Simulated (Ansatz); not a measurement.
## Ta2Si: what the smearing entropy tells about the Fermi level

Computed with DFT PBEsol, scalar-relativistic, plane waves, PAW (Ansatz).

```cif
data_structure
_symmetry_space_group_name_H-M 'P 1'
_symmetry_Int_Tables_number 1
_cell_length_a 5.0435
_cell_length_b 5.0435
_cell_length_c 5.0435
_cell_angle_alpha 104.499
_cell_angle_beta 104.499
_cell_angle_gamma 119.951
_cell_volume 96.24
loop_
_atom_site_label
_atom_site_type_symbol
_atom_site_fract_x
_atom_site_fract_y
_atom_site_fract_z
_atom_site_occupancy
Ta1 Ta 0.66359 0.83641 0.50000 1
Ta2 Ta 0.83641 0.33641 0.17281 1
Ta3 Ta 0.33641 0.16359 0.50000 1
Ta4 Ta 0.16359 0.66359 0.82719 1
Si1 Si 0.25000 0.25000 0.00000 1
Si2 Si 0.75000 0.75000 0.00000 1
```

The plane-wave cutoff is 420 eV and the Γ-centred k-mesh is 10×10×10. The spin treatment is unpolarised.

The same metal under several smearings of width σ, on one mesh. F is the free energy, TS the smearing's entropy term for the cell of 6 atoms, and E = F + TS. Gaussian occupations are ½ erfc[(ε − μ)/σ], and N counts both spins. Spin–orbit coupling is left out, which shifts the bands of heavy elements.

```
       rule  σ (eV) F − F(narrowest) (meV/atom) TS (meV/cell)
Fermi–Dirac    0.01                       -0.108          1.294
Fermi–Dirac    0.02                       -0.392          4.276
   Gaussian    0.01                        0.000          0.332
   Gaussian    0.02                       -0.065          0.887
   Gaussian     0.1                       -1.357         15.776
   Gaussian     0.5                      -36.080        443.456
```

Q: For a density of states N (both spins) that is flat over the smeared range, TS = Nσ²/2 (Gaussian) and (π²/3)Nσ² (Fermi–Dirac). What N does each run give?

A:
```csv
rule,σ (eV),N (states/eV a cell)
Fermi–Dirac,0.01,3.93
Fermi–Dirac,0.02,3.25
Gaussian,0.01,6.63
Gaussian,0.02,4.44
Gaussian,0.1,3.16
Gaussian,0.5,3.55
```

Equal entropy needs σ_Gauss = π√(2/3) σ_FD = 2.57 σ_FD, so a Fermi–Dirac width acts like a Gaussian one 2.57 times as large. At moderate widths N lies between 3.16 and 3.25, nearly constant, so the density of states is smooth near the Fermi level and the mesh resolves it. At the narrowest widths only the few mesh levels within σ of μ count, so N can scatter there.

Q: To second order F = E0 − TS/2 and E = E0 + TS/2. How well does E0 = (E + F)/2 undo the smearing?

A:
```
       rule  σ (eV) F − E0(narrowest) (meV/atom) (E + F)/2 − E0(narrowest) (meV/atom)
Fermi–Dirac    0.01                         -0.14                                 -0.03
Fermi–Dirac    0.02                         -0.42                                 -0.06
   Gaussian    0.01                         -0.03                                  0.00
   Gaussian    0.02                         -0.09                                 -0.02
   Gaussian     0.1                         -1.39                                 -0.07
   Gaussian     0.5                        -36.11                                  0.85
```

At Gaussian 0.1 eV the free energy is off by -1.39 meV/atom and the mean by -0.07. What remains is of order σ⁴ plus the mesh error of the narrowest run, which is no exact reference. Forces and stress are derivatives of F, not of E0, so they keep the σ² error.

Cost: 6 runs of about 1.2 core-minutes in all, on AMD EPYC 7R43 (Zen 3) (shared hosts).

The entropy describes a metal with a moderate density of states at the Fermi level, about 3.16 to 3.25 states/eV per cell. These states are probably mainly Ta 5d, mixed with Si 3p. Shared among four Ta atoms, the value is clearly lower than in bcc tantalum, which suggests that Ta–Si bonding and the changed Ta network move d weight away from the Fermi level.

The rise to 3.55 at the broadest Gaussian width suggests that the Fermi level lies in a shallow depression, with more d states entering the average from either side. It is too slight to indicate a pseudogap. The increase towards 6.63 at the narrowest width is no evidence of a sharp peak, since on a single mesh a real narrow feature and a few levels lying by chance near the Fermi level look the same.

The plateau value can serve as an estimate of the bare electronic specific heat, but the measured coefficient would also contain the electron–phonon enhancement, which band occupations alone don't give.
